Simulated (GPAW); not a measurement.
V:

```xyz
1
Lattice="2.6229 0.0000 0.0000 -0.8743 2.4729 0.0000 -0.8743 -1.2365 2.1416" Properties=species:S:1:pos:R:3 pbc="T T T"
V     0.0000    0.0000    0.0000
```

Base run:

| Quantity | Value |
| --- | --- |
| Program | GPAW 26.7.0 |
| Functional | BLYP |
| Potentials or basis | PAW data sets generated in the run's folder for this functional |
| Cutoff | 600 eV |
| Basis | pw |
| k mesh | 10 × 10 × 10 |
| Occupations | fermi-dirac, width 0.05 eV |
| Spin | collinear spin, ferromagnetic start |
| Starting moments | [2.0] μB |

Its results: pressure 0.4 GPa; net moment 0.00 μB per cell.

Question: The run is repeated on the same cell with these changes: functional from BLYP to r4SCAN; potentials or basis from PAW data sets generated in the run's folder for this functional to GPAW PAW data sets (gpaw-data 1.2.1). What comes out?

Answer: Pressure -6.9 GPa; net moment 0.00 μB per cell.

Caveats: the PAW data sets were made with another functional, which shifts forces and pressure a little (some runs).

Not every run made on this cell is shown here.
